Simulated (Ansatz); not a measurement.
**Si, one cell by several methods**

```xyz
2
Lattice="-2.2510 2.3685 1.3005 2.2510 -2.3685 1.3005 2.2510 2.3685 -1.3005" Properties=species:S:1:pos:R:3 pbc="T T T"
Si    0.0000    1.1843    1.4488
Si    2.2510    1.1843   -0.1483
```

Atoms are numbered in the order listed.

The cell comes from COD entry 9011656, which wasn't checked; take it as a given geometry. The listed cell was then made from it by scaling, straining or moving an atom.

All numbers are computed: DFT, PBE, PAW with Ansatz's default frozen-core files, scalar-relativistic (Ansatz 0.2.0); DFT, PBE, all-electron PAW with datasets made for the crystal, scalar-relativistic (Ansatz 0.2.0); DFT, PBE, all-electron LAPW, scalar-relativistic (Ansatz 0.2.0).

For PAW: a Γ-centred 16×16×16 k mesh, Fermi–Dirac smearing of 0.05 eV, cutoff 420 eV, no spin polarisation. The crystal-made all-electron datasets (AE datasets) take a cutoff of 200 eV at this cell. LAPW targets a basis error of 0.5 meV/atom. The Ansatz runs share mesh, smearing and spin set-up. Plane-wave (PAW) pressures include the program's estimate of the Pulay term.

Stress and pressure are positive in compression.

In a metal, gradients converge slowly with the k mesh: the values move by tens of per cent from one mesh to another, at times in sign, so only the comparison on one mesh counts.

```json
{"quantity": "pressure (GPa)", "PAW": "12.71", "AE datasets": "12.69", "LAPW": "12.70"}
{"quantity": "stress xx (GPa)", "PAW": "11.84", "AE datasets": "11.83", "LAPW": "11.83"}
{"quantity": "stress yy (GPa)", "PAW": "16.13", "AE datasets": "16.10", "LAPW": "16.10"}
{"quantity": "stress zz (GPa)", "PAW": "10.16", "AE datasets": "10.15", "LAPW": "10.15"}
{"quantity": "force on Si1, z (eV/Å)", "PAW": "0.022", "AE datasets": "0.021", "LAPW": "0.021"}
{"quantity": "field gradient Vzz at Si1 (10²¹ V/m²)", "PAW": "-2.80", "AE datasets": "-2.79", "LAPW": "–"}
```

PAW's pressure differs from the LAPW value by +0.02 GPa.
